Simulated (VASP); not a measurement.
PtSe2, 3 atoms in the cell. The cell holds a slab with vacuum, 3 atoms: a = 3.724 Å, b = 3.724 Å, c = 20.531 Å, α = 90.00°, β = 90.00°, γ = 120.00°. 

```yaml
Program: VASP 6.6.1
Task: relaxation of cell and atoms
Functional: r2SCAN
Dispersion: rVV10
Potentials_or_basis: VASP PAW PBE potentials, release 64 (Se, Pt)
Cutoff: 600 eV
k_mesh: 9 × 9 × 1
Occupations: gaussian, width 0.03 eV
Spin: no spin polarisation
Further_INCAR_settings: ALGO = Normal; EDIFF = 1e-06; IBRION = 2; EDIFFG = -0.01; NSW = 90; ISIF = 3
```

Potentials or basis: VASP PAW PBE potentials, release 64 (Se, Pt).

Launch:

```sh
$ cat potpaw_PBE.64/Se/POTCAR potpaw_PBE.64/Pt/POTCAR > POTCAR
$ mpirun -np 1 vasp_std > vasp.out
```

Hardware: 1 thread of Intel(R) Xeon(R) Platinum 8488C (Sapphire Rapids), on a shared host.

Question: How long does it take, and how much memory?

Answer: Run time: 80 min on 1 thread of Intel(R) Xeon(R) Platinum 8488C (Sapphire Rapids) (shared host), peak memory 1 GiB. Counts: scf iterations 205, k points 12, ion steps 5.
